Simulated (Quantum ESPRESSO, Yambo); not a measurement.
# A GW chain in Yambo: LiCl (Fm-3m), part 2 of 2

How does a plane-wave GW calculation on LiCl (Fm-3m) run from the first input to the gap?

Quantum ESPRESSO 7.5 and Yambo 5.3.0; PBE and many-body steps on it, plane waves. Known limits of the many-body steps: not at the basis limit.

So far. Step 2 (Ground state): The gap is direct, at Γ. Step 3 (Bands along the symmetry lines): The gap is 6.282 eV, −0.002 eV from the run before at this level.

### 4. Empty states on the mesh, 6×6×6 mesh, 406 bands

Level of this step: DFT, PBE, plane waves, norm-conserving pseudopotentials (Quantum ESPRESSO).

The sums over transitions need many empty states on a uniform mesh; this step solves for them.

Contents of pw.in:

```
&control
  calculation = 'nscf'
  prefix = 'x'
  outdir = 'o'
  pseudo_dir = 'pseudo'
/
&system
  ibrav = 0
  nat = 2
  ntyp = 2
  ecutwfc = 66.0
  nbnd = 406
  force_symmorphic = .true.
/
&electrons
  conv_thr = 1e-9
  electron_maxstep = 80
  diago_full_acc = .true.
  diago_thr_init = 5e-6
/
ATOMIC_SPECIES
  Li 6.94 Li.upf
  Cl 35.45 Cl.upf
CELL_PARAMETERS angstrom
  0.0000000000 2.5715000000 2.5715000000
  2.5715000000 0.0000000000 2.5715000000
  2.5715000000 2.5715000000 -0.0000000000
ATOMIC_POSITIONS crystal
  Li 0.0000000000 0.0000000000 0.0000000000
  Cl 0.5000000000 0.5000000000 0.5000000000
K_POINTS automatic
  6 6 6 0 0 0
```

Command:

```console
$ OMP_NUM_THREADS=1 mpirun -n 4 pw.x -nk 4 -in pw.in > pw.out
```

The program printed:

```text
[banner, memory and clock lines left out]
Program PWSCF v.7.5 starts

     Atomic positions and unit cell read from directory:
     o/x.save/

     Message from routine setup:
     using ibrav=0 with symmetry is DISCOURAGED, use correct ibrav instead

     G-vector sticks info

     bravais-lattice index     =            0
     lattice parameter (alat)  =       6.8723  a.u.
     unit-cell volume          =     229.5018 (a.u.)^3
     number of atoms/cell      =            2
     number of atomic types    =            2
     number of electrons       =        10.00
     number of Kohn-Sham states=          406
     kinetic-energy cutoff     =      66.0000  Ry
     charge density cutoff     =     264.0000  Ry
     Exchange-correlation= PBE
                           (   1   4   3   4   0   0   0)

     celldm(1)=   6.872273  celldm(2)=   0.000000  celldm(3)=   0.000000
     celldm(4)=   0.000000  celldm(5)=   0.000000  celldm(6)=   0.000000

     crystal axes: (cart. coord. in units of alat)
               a(1) = (   0.000000   0.707107   0.707107 )
               a(2) = (   0.707107   0.000000   0.707107 )
               a(3) = (   0.707107   0.707107  -0.000000 )

     reciprocal axes: (cart. coord. in units 2 pi/alat)
               b(1) = ( -0.707107  0.707107  0.707107 )
               b(2) = (  0.707107 -0.707107  0.707107 )
               b(3) = (  0.707107  0.707107 -0.707107 )
     Pseudo is Norm-conserving, Zval =  3.0
     Generated using ONCVPSP code by D. R. Hamann
     Using radial grid of 1944 points,  4 beta functions with:
     Pseudo is Norm-conserving + core correction, Zval =  7.0
     Generated using ONCVPSP code by D. R. Hamann
     Using radial grid of 1028 points,  6 beta functions with:
     Li                3.00     6.94000     Li( 1.00)
     Cl                7.00    35.45000     Cl( 1.00)

     48 Sym. Ops., with inversion, found

   Cartesian axes

     site n.     atom                  positions (alat units)
         1        Li     tau(   1) = (   0.0000000   0.0000000   0.0000000  )
         2        Cl     tau(   2) = (   0.7071068   0.7071068   0.7071068  )

     number of k points=    16
                       cart. coord. in units 2pi/alat
        k(    1) = (   0.0000000   0.0000000   0.0000000), wk =   0.0092593
        k(    2) = (   0.1178511   0.1178511  -0.1178511), wk =   0.0740741
        k(    3) = (   0.2357023   0.2357023  -0.2357023), wk =   0.0740741
[...]
[... 4 further rows ...]
        k(   15) = (  -0.1178511  -0.3535534   0.5892557), wk =   0.2222222
        k(   16) = (  -0.7071068   0.2357023   0.0000000), wk =   0.1111111

     Dense  grid:    16529 G-vectors     FFT dimensions: (  36,  36,  36)

     The potential is recalculated from file :
     o/x.save/charge-density

     Starting wfcs are    6 randomized atomic wfcs +  400 random wfcs

     Band Structure Calculation

     End of band structure calculation

          k = 0.0000 0.0000 0.0000 (  2085 PWs)   bands (ev):

   -41.8897 -11.7693   1.5999   1.5999   1.5999   7.8845  13.3924  13.3924
    13.3924  15.9195  15.9195  16.0926  16.0926  16.0926  18.0983  28.3360
    31.3001  31.3001  31.3001  34.3096  34.3096  34.3096  35.5810  35.5810
[...]
[... 39 further rows ...]
[...]
289.7505 289.7505 289.7656 289.7656 289.9401 289.9401

          k = 0.1179 0.1179-0.1179 (  2070 PWs)   bands (ev):

[...]
[... 39 further rows ...]
[...]
293.5145 293.8652 297.2295 297.2295 297.5610 297.5610

          k = 0.2357 0.2357-0.2357 (  2090 PWs)   bands (ev):

[...]
87.2968  88.7795  89.3269  89.3269  92.7795  94.0223  94.9227  94.9227
     [... 39 further rows ...]
   288.8727 288.8727 289.4400 289.5585 289.6338 289.6338 289.7762 289.7762
   290.3494 292.0513 292.0513 293.6473 294.6138 295.5499

          k =-0.3536-0.3536 0.3536 (  2060 PWs)   bands (ev):

     [... further k-points ...]

     highest occupied, lowest unoccupied level (ev):     1.5999    7.8845

     XML data file, pseudopotentials, collected wavefunctions
```

Wall time 63 s (4 MPI ranks of Arm Neoverse V1, shared host); peak memory 0.55 GiB.

This step gave:

```
gap                                                           : 6.285 eV
k of the valence top                                          : 0, 0, 0
k of the conduction bottom                                    : 0, 0, 0
least direct gap                                              : 6.285 eV
k points computed                                             : 16
lowest point of the top converged band, above the valence top : 288.3402 eV
```

On this mesh the gap is 6.285 eV.

### 5. Conversion and set-up

This step: Yambo 5.3.0; conversion and set-up on PBE, plane waves, norm-conserving pseudopotentials.

The states are converted to the many-body program's format and the q mesh is built.

Command:

```console
$ (cd o/x.save; p2y > p2y.log; mv SAVE ../..); yambo > setup.log
```

The program printed:

```text
 Yambo, version 5.3.0

 [02] CORE Variables Setup
 =========================

  [02.01] Unit cells
  ==================

  Cell kind             :  FCC
  Atoms in the cell     :  Li  Cl
  number of Li atoms    :  1
  number of Cl atoms    :  1

  List of atomic masses
  Mass of Li    :  6.940000
  Mass of Cl    :  35.45000

  List of atomic coordinates    : [cc]
  Li1       :  0.000000  0.000000  0.000000  order 1
  Cl1       :  4.859431  4.859431  4.859431  order 2

  Alat factors          :  4.859431  4.859431  4.859431 [a.u.]
  Direct lattice volume :  229.5018 [a.u.]
  Direct lattice vectors:  A[ 1 ]  A[ 2 ]  A[ 3 ]
   A[ 1 ]:  0.000000  1.000000  1.000000  [iru]
   0.000000  4.859431  4.859431  [cc]
   A[ 2 ]:  1.000000  0.000000  1.000000  [iru]
   4.859431  0.000000  4.859431  [cc]
   A[ 3 ]:  1.000000  1.000000 -0.000000  [iru]
   4.859431  4.859431 -0.000000  [cc]

  Recip. lattice volume :  1.080820 [a.u.]
  Recip. lattice vectors:  B[ 1 ]  B[ 2 ]  B[ 3 ]
   B[ 1 ]: -0.500000  0.500000  0.500000  [iku]
  -0.646494  0.646494  0.646494  [cc]
   B[ 2 ]:  0.500000 -0.500000  0.500000  [iku]
   0.646494 -0.646494  0.646494  [cc]
   B[ 3 ]:  0.500000  0.500000 -0.500000  [iku]
   0.646494  0.646494 -0.646494  [cc]

  [02.02] Symmetries
  ==================

  Inversion symmetry    : yes
  Spatial inversion     : yes
  Inversion index       :  25
  K-space Time-reversal : no
  Magnetic symmetries   : no
  Group table correct   : yes
  Symmetries units      :  [cc]

   [S  1]:   1.0000      0.80582E-17  0.80582E-17  0.80582E-17   1.0000     -0.80582E-17 -0.80582E-17 -0.80582E-17   1.0000
   [S  2]:  -1.0000     -0.80582E-17  0.80582E-17 -0.80582E-17  -1.0000     -0.80582E-17  0.80582E-17  0.80582E-17   1.0000
   [S  3]:  -1.0000      0.80582E-17 -0.80582E-17 -0.80582E-17   1.0000      0.80582E-17  0.80582E-17 -0.80582E-17  -1.0000
[...]
[... 36 further rows ...]
   [S 47]:  0.80582E-17   1.0000     -0.80582E-17 -0.80582E-17  0.80582E-17  -1.0000       1.0000     -0.80582E-17  0.80582E-17
   [S 48]:  0.80582E-17  -1.0000      0.80582E-17 -0.80582E-17 -0.80582E-17   1.0000       1.0000      0.80582E-17 -0.80582E-17

  [02.03] Reciprocal space
  ========================

  nG shells         :  212
  nG charge         :  16529
  nG WFs            :  2709
  nC WFs            :  2092
  G-vecs. in first 21 shells:  [ Number ]
     1    9   15   27   51   59   65   89  113
    137   169   181   229   259   283   307   331   339
    387   411   459
  ...
  Shell energy in first 21 shells:  [ mHa ]
    0.00000      626.932      835.909      1671.82      2298.75      2507.73      3343.64      3970.57      4179.54
    5015.45      5642.39      6687.27      7314.20      7523.18      8359.09      8986.02      9195.00      10030.9
    10657.8      10866.8      11702.7
  ...

  [02.04] K-grid lattice
  ======================

  Compatible Grid is   : 3D
[...]
WF components:  2090

  [02.05] Energies & Occupations
  ==============================

  [X] === General ===
  [X] Electronic Temperature                        :  0.000000  0.000000 [eV K]
  [X] Bosonic    Temperature                        :  0.000000  0.000000 [eV K]
  [X] Finite Temperature mode                       : no
  [X] El. density                                   :  0.29404E+24 [cm-3]
  [X] Fermi Level                                   :  1.599947 [eV]

  [X] === Gaps and Widths ===
  [X] Conduction Band Min                           :  6.284525 [eV]
  [X] Valence Band Max                              :  0.000000 [eV]
  [X] Filled Bands                                  :   5
  [X] Empty Bands                                   :     6   406
  [X] Direct Gap                                    :  6.284525 [eV]
  [X] Direct Gap localized at k                     :  1
  [X] Indirect Gap                                  :  6.284525 [eV]
  [X] Indirect Gap between kpts                     :  1  1
  [X] Last valence band width                       :  1.084541 [eV]
  [X] 1st conduction band width                     :  2.680913 [eV]

  E @ K [ 1]:  [eV]
   -43.490      -13.369     -0.64122E-12 -0.18353E-12   0.0000       6.2845       11.792       11.792
   11.79243  14.31958  14.31958  14.49262  14.49262  14.49262  16.49838  26.73607
  occ @ K [ 1]
   2.000000  2.000000  2.000000  2.000000  2.000000  0.000000  0.000000  0.000000
[...]
E @ K [ 2]:  [eV]
[...]
occ @ K [ 2]
[...]
E @ K [ 3]:  [eV]
[...]
occ @ K [ 3]
[...]
E @ K [ 8]:  [eV]
[...]
occ @ K [ 8]
[...]
E @ K [ 9]:  [eV]
[...]
occ @ K [ 9]
[...]
E @ K [10]:  [eV]
[...]
occ @ K [10]
[...]
E @ K [11]:  [eV]
[...]
occ @ K [11]
[...]
E @ K [12]:  [eV]
[...]
occ @ K [12]
[...]
E @ K [13]:  [eV]
[...]
occ @ K [13]
[...]
E @ K [14]:  [eV]
[...]
occ @ K [14]
[...]
E @ K [15]:  [eV]
[...]
occ @ K [15]
[...]
E @ K [16]:  [eV]
[...]
occ @ K [16]
   2.000000  2.000000  2.000000  2.000000  2.000000  0.000000  0.000000  0.000000
   0.000000  0.000000  0.000000  0.000000  0.000000  0.000000  0.000000  0.000000

 [03] Transferred momenta grid and indexing
 ==========================================

 IBZ Q-points                                      :  16
 BZ  Q-points                                      :  216

 K/Q-points units:
 rlu = crystal or reduced units; cc = cartesian coordinates; iku = interal k-units

 Q [ 1]         [rlu]:  0.000000  0.000000  0.000000
 Q [ 2]         [rlu]:  0.14937E-17  0.14937E-17  0.16667
 Q [ 3]         [rlu]:  0.29874E-17  0.29874E-17  0.33333
[...]
Q [ 8]         [rlu]: -0.63137E-16  0.16667     -0.33333
 Q [ 9]         [rlu]: -0.29874E-17  0.16667     -0.16667
 Q [10]         [rlu]: -0.79231E-17  0.33333      0.33333
     [... 4 further rows ...]
 Q [15]         [rlu]:  0.166667  0.333333 -0.333333
 Q [16]         [rlu]:  0.166667 -0.500000 -0.333333

  [03.01] X indexes
  =================

   [03.01.01] Sigma indexes
   ========================

 [06] Game Over & Game summary
```

Elapsed: 2.3 s, on 1 MPI rank; peak memory 0.24 GiB.

### 6. Screening and self-energy, 6×6×6 mesh, 406 bands, screening to 353.7 eV

Now the one-shot GW correction: screening in the RPA, then the self-energy of the levels asked for.

This step: G0W0 on PBE, plane waves, norm-conserving pseudopotentials.

Contents of gw3.in:

```
HF_and_locXC
gw0
dyson
ppa
em1d
rim_cut
RandQpts= 1000000
RandGvec= 1 RL
EXXRLvcs= 66 Ry
VXCRLvcs= 264 Ry
Chimod= "HARTREE"
% BndsRnXp
 1 | 406 |
%
NGsBlkXp= 26 Ry
% LongDrXp
 1 | 1 | 1 |
%
% GbndRnge
 1 | 406 |
%
DysSolver= "n"
ExtendOut
PPAPntXp= 27.21138 eV
% QPkrange
 1 | 1 | 4 | 7 |
%
```

Command:

```console
$ OMP_NUM_THREADS=1 mpirun -n 4 yambo -F gw3.in -J gw3 -C gw3 > gw3.log
```

The program printed:

```text
 Yambo, version 5.3.0

 [02] CORE Variables Setup
 =========================

  [... cell, symmetries and grids as in the set-up ...]

  [02.05] Energies & Occupations
  ==============================

  [X] === General ===
  [X] Electronic Temperature                        :  0.000000  0.000000 [eV K]
  [X] Bosonic    Temperature                        :  0.000000  0.000000 [eV K]
  [X] Finite Temperature mode                       : no
  [X] El. density                                   :  0.29404E+24 [cm-3]
  [X] Fermi Level                                   :  1.599947 [eV]

  [X] === Gaps and Widths ===
  [X] Conduction Band Min                           :  6.284525 [eV]
  [X] Valence Band Max                              :  0.000000 [eV]
  [X] Filled Bands                                  :   5
  [X] Empty Bands                                   :     6   406
  [X] Direct Gap                                    :  6.284525 [eV]
  [X] Direct Gap localized at k                     :  1
  [X] Indirect Gap                                  :  6.284525 [eV]
  [X] Indirect Gap between kpts                     :  1  1
  [X] Last valence band width                       :  1.084541 [eV]
  [X] 1st conduction band width                     :  2.680913 [eV]

 [03] Transferred momenta grid and indexing
 ==========================================

 IBZ Q-points                                      :  16
 BZ  Q-points                                      :  216

 K/Q-points units:
 rlu = crystal or reduced units; cc = cartesian coordinates; iku = interal k-units

 Q [ 1]         [rlu]:  0.000000  0.000000  0.000000
 Q [ 2]         [rlu]:  0.14937E-17  0.14937E-17  0.16667
 Q [ 3]         [rlu]:  0.29874E-17  0.29874E-17  0.33333
 Q [ 4]         [rlu]: -0.20204E-16 -0.20204E-16 -0.50000
 Q [ 5]         [rlu]: -0.39616E-17  0.16667      0.16667
 Q [ 6]         [rlu]: -0.29407E-16  0.16667      0.33333
 Q [ 7]         [rlu]: -0.24768E-16  0.16667      0.50000
 Q [ 8]         [rlu]: -0.63137E-16  0.16667     -0.33333
 Q [ 9]         [rlu]: -0.29874E-17  0.16667     -0.16667
 Q [10]         [rlu]: -0.79231E-17  0.33333      0.33333
     [... 4 further rows ...]
 Q [15]         [rlu]:  0.166667  0.333333 -0.333333
 Q [16]         [rlu]:  0.166667 -0.500000 -0.333333

 [04] Coloumb potential Random Integration (RIM)
 ===============================================

  [04.01] RIM initialization
  ==========================

  * Diagonal components only detected *

  8 x (sBL volume)        :  0.040030 [a.u.]
  sBZ random points       :  1000000
  Points outside the sBZ  :   7968281
  RL volume               :  1.080820 [a.u.]
  Integrated volume       :  1.085122 [a.u.]

  [04.02] RIM integrals
  =====================

  Gamma point sphere radius             :  0.062051 [a.u.]
  Points outside the sphere             :   800476
  [Int_sBZ(q=0) 1/q^2]*(Vol_sBZ)^(-1/3) =:  7.776341
                                 should be <:  7.795600

  Summary of Coulomb integrals for non-metallic bands |Q|[au] RIM/Bare

  Q [1] 0.100000E-4 0.997530 * Q [2] 0.186627 1.068930
  Q [5] 0.215498 1.066842 * Q [9] 0.304760 1.029370
  Q [6] 0.357363 1.022832 * Q [3] 0.373253 1.020719
  Q [10] 0.430996 1.016898 * Q [8] 0.469667 1.014268
  Q [14] 0.481868 1.014084 * Q [7] 0.527860 1.012338
  Q [11] 0.559880 1.011418 * Q [4] 0.559880 1.011206
  Q [12] 0.609520 1.009969 * Q [15] 0.637452 1.009503
  Q [13] 0.646494 1.009835 * Q [16] 0.681464 1.009265

 [05] Dipoles
 ============

  [05.01] Setup: observables and procedures
  =========================================

 [06] Dynamic Dielectric Matrix (PPA)
 ====================================

 [WR./gw3//ndb.pp]---------------------------------------------------------------
  Brillouin Zone Q/K grids (IBZ/BZ)                :   16  216   16  216
  RL vectors                                       :  2733 [WF]
  Coulomb cutoff potential                         : none
  Electronic Temperature                           :  0.000000 [K]
  Bosonic    Temperature                           :  0.000000 [K]
  PPA    diel. fun.  energies                      : Perdew, Burke & Ernzerhof(X)+Perdew, Burke & Ernzerhof(C)
  wavefunctions                                    : Perdew, Burke & Ernzerhof(X)+Perdew, Burke & Ernzerhof(C)
  Global Gauge                                     : length
  X matrix size                                    :   537
  X band range                                     :     1   406
  X e/h energy range                               : -1.000000 -1.000000 [eV]
  X Time ordering                                  : R
  X Hxc Kernel                                     : HARTREE
  X Drude frequency                                :  0.000000  0.000000
  X poles                                          :  100.0000 [o/o]
  RL vectors in the sum                            :  2733
  [r,Vnl] included                                 : yes
  Field direction                                  :  0.577350E-5  0.577350E-5  0.577350E-5
  BZ energy Double Grid                            : no
  BZ energy DbGd points                            : 0
  BZ Q point size factor                           : -1.000000
  X Optical Averaged directions                    : none

 [07] Local Exchange-Correlation + Non-Local Fock
 ================================================

 [VXC] Plane waves :  16529
 [EXS] Plane waves :  2109

 QP @ state[ 1 ] K range:  1  1
 QP @ state[ 1 ] b range:   4   7

 [xc] Functional : Perdew, Burke & Ernzerhof(X)+Perdew, Burke & Ernzerhof(C)
 [xc] LIBXC used to calculate xc functional
  PP Number of Atomic Species                      :  2
  NLCC RL compoments                               :  16529
  PP Number of Atomic Species                      :  2
  NLCC RL compoments                               :  16529

 [xc] E_xc :  -4.646420 [Ha]
      E_xc :  -9.292840 [Ry]

  Local XC kind (lXC) : Perdew, Burke & Ernzerhof(X)+Perdew, Burke & Ernzerhof(C)
  Non-Local XC kind (nlXC) : Hartree-Fock

  Corrections @ K [1] :  [eV]
 <4|nlXC|4> = -18.99616  0.69320E-17 <4|lXC|4> = -14.69347  0.18882E-15
 <5|nlXC|5> = -18.99613 -0.48013E-17 <5|lXC|5> = -14.69347 -0.88528E-17
 <6|nlXC|6> = -4.760942  0.32818E-17 <6|lXC|6> = -9.169747  0.94455E-16
 <7|nlXC|7> = -4.381658  0.27786E-18 <7|lXC|7> = -9.606707  0.94407E-16

 [08] Dyson equation: Newton solver
 ==================================

  [08.01] G0W0 (W PPA)
  ====================

  [  GW  ] Bands range     :     1   406
  [GW/PPA] G damping       :  0.100000 [eV]

  QP @ state[ 1 ] K range:  1  1
  QP @ state[ 1 ] b range:   4   7

   Sc/G bands                                       :     1   406
   Sc/G damping                                     :  0.100000 ev
   Sc bands terminator                              : no
   Sx RL components                                 :  2109

   QP @ state[ 1 ] K range                          :  1  1
   QP @ state[ 1 ] b range                          :   4   7
   GF energies kind                                 : Perdew, Burke & Ernzerhof(X)+Perdew, Burke & Ernzerhof(C)
   GF WF`s kind                                     : Perdew, Burke & Ernzerhof(X)+Perdew, Burke & Ernzerhof(C)
   Xs energies kind                                 : Perdew, Burke & Ernzerhof(X)+Perdew, Burke & Ernzerhof(C)
   Xs WF`s kind                                     : Perdew, Burke & Ernzerhof(X)+Perdew, Burke & Ernzerhof(C)

 [11] Game Over & Game summary
```

It took 34 min on 4 MPI ranks; peak memory 2.6 GiB; 2.3 h of CPU time.

Numbers from this step:

```
G0W0 gap on the points computed              : 9.090 eV
starting gap on the mesh                     : 6.285 eV
k of the valence top                         : 0, 0, 0
k of the conduction bottom                   : 0, 0, 0
least direct G0W0 gap on the computed points : 9.090 eV
Z at the valence top                         : 0.8077
Z at the conduction bottom                   : 0.8505
```

The gap on the mesh goes from 6.28 eV to 9.09 eV, a correction of +2.81 eV.

Limits: finite bands, cutoff and mesh. v1 is the top filled band, c1 the lowest empty one. The levels before and after the correction (eV, zero at the valence-band top of each column):

```csv
,conduction bottom,valence top
Kohn-Sham,6.28,0.00
G0W0,9.09,0.00
```

```csv
,level,energy (eV)
Kohn-Sham,Γ v2-v1,0.000
Kohn-Sham,Γ c1,6.285
Kohn-Sham,Γ c2,11.792
G0W0,Γ v2-v1,0.000
G0W0,Γ c1,9.090
G0W0,Γ c2,15.104
```

### 7. Where the time went

Times are wall times on the hardware named with each run, good to a factor of about two.

```csv
step,time,share,memory (GiB)
ground state,3.4 s,0 %,0.2
bands along the symmetry lines,2.8 s,0 %,0.18
empty states on the mesh,63 s,3 %,0.55
conversion and set-up,2.3 s,0 %,0.24
screening and self-energy,34 min,97 %,2.6
```

### 8. Results

| Quantity | Value |
| --- | --- |
| PBE gap | 6.28 eV, indirect (only 2 meV under the direct gap) |
| G0W0 gap on the mesh | 9.09 eV |
| GW settings | 6×6×6 mesh, 406 bands, screening to 353.7 eV, Godby-Needs plasmon pole |
| known limits | not at the basis limit |

**Reading.** G0W0 moves the gap on the mesh from 6.28 eV to 9.09 eV (+2.81 eV), with Z of 0.81 and 0.85 at the edges. Only 1 of the mesh's irreducible points was corrected, so a valley elsewhere could overtake. The dearest step here is «screening and self-energy». Bands and cutoff are finite, so the gap is not at the basis limit. The miss can reach some tenths of an eV and take either sign; the mesh is an error of its own. In the G0W0 run levels were corrected at 1 k point alone, so a gap called «on the mesh» is the least over those, and an edge elsewhere would be missed.

[Paths, hosts, dates, memory and timing lines, banners, echoed tables and standing remarks are left out of the program output.]

[Logs are printed without paths, hosts, clocks, repeated set-up lines and the standing remarks that a program may print on its own settings, such as how far it seeks lower states.]

[Runs of the session that timed out or met a known fault of the program may be left out.]

[Hosts, paths, dates, database ids (printed as entryN), source tags and the programs' standing remarks are cut or masked in the printed files.]
